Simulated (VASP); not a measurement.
Crystal: NiO.

```
CELL_PARAMETERS angstrom
0.00000 2.08590 2.08590
2.08590 0.00000 2.08590
2.08590 2.08590 0.00000
ATOMIC_POSITIONS crystal
Ni 0.00000 0.00000 0.00000
O 0.50000 0.50000 0.50000
```

* Program: VASP 6.6.1
* Task: relaxation of cell and atoms
* Functional: PBEsol
* Dispersion: D3
* Potentials or basis: VASP PAW PBE potentials, release 64 (Ni, O)
* Cutoff: 600 eV
* k mesh: 11 × 11 × 11
* Occupations: fermi-dirac, width 0.05 eV
* Spin: collinear spin, ferromagnetic start
* Starting moments: [1.0, 0.0] μB

At the start: pressure -9.9 GPa; volume 9.08 Å³/atom.

**Question.** Where does the relaxation end?

**Answer.** Over 3 steps the energy falls by 14.0 meV/atom and the volume is 8.64 Å³/atom (-4.8 %); space group Fm-3m (No. 225, to 0.05 Å); moment 1.21 μB per cell.

Step by step:
```
step  energy change (eV)  largest force (eV/Å)  pressure (GPa)  volume (Å³)
   1              0.0000                0.0000           -9.94        18.15
   2             -0.0160                0.0000            6.81        16.71
   3             -0.0279                0.0000            0.04        17.27
```

Final structure:
```cif
data_structure
_symmetry_space_group_name_H-M 'P 1'
_symmetry_Int_Tables_number 1
_cell_length_a 2.9015
_cell_length_b 2.9015
_cell_length_c 2.9015
_cell_angle_alpha 60.000
_cell_angle_beta 60.000
_cell_angle_gamma 60.000
_cell_volume 17.27
loop_
_atom_site_label
_atom_site_type_symbol
_atom_site_fract_x
_atom_site_fract_y
_atom_site_fract_z
_atom_site_occupancy
Ni1 Ni 0.00000 0.00000 0.00000 1
O1 O 0.50000 0.50000 0.50000 1
```

Caveat: the PAW data sets were made with another functional, which shifts forces and pressure a little; a cell with one magnetic atom can't hold antiferromagnetic order, which such compounds often take; pairwise dispersion overbinds metals, which lowers pressure and volume.
